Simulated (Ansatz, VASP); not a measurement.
BN: VASP beside Ansatz

INCAR

```
SYSTEM = BN
PREC = Accurate ; ENCUT = 520
EDIFF = 1E-7 ; ISMEAR = 0
SIGMA = 0.01 ; LREAL = .False.
LASPH = .True. ; NELM = 60
ALGO = Normal ; ISIF = 2
LWAVE = .False. ; LCHARG = .True.
GGA = PS ; LELF = .True.
LVHAR = .True. ; NBANDS = 16
```

File KPOINTS:

```
Automatic mesh
0
Gamma
  12 12 6
  0 0 0
```

File POSCAR:

```
BN
1.0
    2.5405666191      0.0000000000      0.0000000000
   -1.2702833096      2.2001952322      0.0000000000
    0.0000000000      0.0000000000      4.2026461249
B N
2 2
Direct
    0.3333333333      0.6666666667     -0.0096512396
    0.6666666667      0.3333333333      0.4903487604
    0.3333333333      0.6666666667      0.3836512396
    0.6666666667      0.3333333333      0.8836512396
```

Input for Ansatz:

```yaml
crystal:
  lattice:
    - [2.5405666191, 0.0, 0.0]
    - [-1.2702833096, 2.2001952322, 0.0]
    - [0.0, 0.0, 4.2026461249]
  atoms:
    - { symbol: B, position: [0.3333333333, 0.6666666667, -0.0096512396] }
    - { symbol: B, position: [0.6666666667, 0.3333333333, 0.4903487604] }
    - { symbol: "N", position: [0.3333333333, 0.6666666667, 0.3836512396] }
    - { symbol: "N", position: [0.6666666667, 0.3333333333, 0.8836512396] }
basis:
  ecutwfc: 420
  xc_grid: 2
kpoints:
  mp_grid: { grid: [12, 12, 6] }
hamiltonian:
  xc: pbesol
  pseudopotentials: { kind: paw, azcp: { folder: soft_1 } }
scf:
  occupations: { method: fixed }
output:
  forces: true
  stress: true
  eigenvalues: true
  polarization: {}
```

Change from the starting cell: polar distortion scaled by 0.85.

Alike in both runs: task single point; functional PBEsol; k mesh 12 × 12 × 6; no spin polarisation.

```csv
,VASP,Ansatz
version,VASP 6.6.1,Ansatz 0.2.0
potentials or method,"VASP PAW PBE potentials, release 64 (B, N)","scalar-relativistic, plane waves, PAW"
plane-wave cutoff (eV),520,420
occupations,"gaussian, width 0.01 eV",fixed
valence electrons in the cell,16,16
```

Ansatz gave:

- gap on the k mesh at the Fermi level (eV): 5.32
- least direct gap on the mesh (eV): 7.49
- pressure (GPa): 2.4
- largest component of the traceless stress (GPa): 0.51
- rms of the force components (eV/Å): 0.884

Q: What did VASP give for the same quantities?

A: gap on the k mesh at the Fermi level (eV): 5.31; least direct gap on the mesh (eV): 7.49; pressure (GPa): 3.2; largest component of the traceless stress (GPa): 0.08; rms of the force components (eV/Å): 0.895.

Atom by atom the forces differ by 0.011 eV/Å (rms over components). Ansatz warned: «pseudo_functional_mismatch».

Caveats: the PAW data sets were made with another functional, which shifts forces and pressure a little (VASP). A k mesh can miss the band edges.
